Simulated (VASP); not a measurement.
Set up this calculation in VASP 6.6.1, as the native input.

- Task: relaxation of cell and atoms
- Functional: PBE
- Potentials or basis: VASP PAW PBE potentials, release 64 (Cd, Se)
- Cutoff: 600 eV
- k mesh: 8 × 8 × 8
- Occupations: fermi-dirac, width 0.02 eV
- Spin: no spin polarisation
- Dipole correction: no
- Further INCAR settings: ALGO = Normal; EDIFF = 1e-07; IBRION = 2; EDIFFG = -0.005; NSW = 80; ISIF = 3

The structure of CdSe lies in POSCAR:

```
CdSe
1.0
    0.0000000000      2.7419820000      2.7419820000
    2.7419820000      0.0000000000      2.7419820000
    2.7419820000      2.7419820000      0.0000000000
Cd Se
1 1
Direct
    0.0000000000      0.0000000000      0.0000000000
    0.5000000000      0.5000000000      0.5000000000
```

The cell was built by a generator and needn't be a form met in nature.

One way to write it, as run:

INCAR

```
SYSTEM = CdSe
ALGO = Normal
EDIFF = 1E-7
EDIFFG = -0.005
ENCUT = 600
GGA = PE
IBRION = 2
ISIF = 3
ISMEAR = -1
LASPH = .TRUE.
LCHARG = .FALSE.
LREAL = .FALSE.
LWAVE = .FALSE.
NELM = 100
NSW = 80
PREC = Accurate
SIGMA = 0.02
```

KPOINTS

```
k-points
0
G
  8 8 8
  0 0 0
```

Potentials or basis: VASP PAW PBE potentials, release 64 (Cd, Se).

Launch:

```bash
$ cat potpaw_PBE.64/Cd/POTCAR potpaw_PBE.64/Se/POTCAR > POTCAR
$ mpirun -np 1 vasp_std > vasp.out
```

It gave:

| Property | Result |
| --- | --- |
| Relaxed volume | 23.72 Å³/atom |
| Relaxed cell | a = 4.063 Å, b = 4.063 Å, c = 4.063 Å, α = 60.00°, β = 60.00°, γ = 60.00° |
| Space group after relaxing (to 0.05 Å) | Fm-3m (No. 225) |
| Energy gained by relaxing | 100.4 meV/atom |
| Ionic steps | 5 |
| Pressure after relaxing | 0.0 GPa |
| Band gap on the k mesh | none (metal or under the smearing width) |

Caveat: the volume moved by over 15 % at a fixed basis, so the end points are rough.

Wall time 28 s on 1 thread of Intel(R) Xeon(R) Platinum 8559C (Emerald Rapids), with other jobs on the host, peak memory 0.19 GiB.
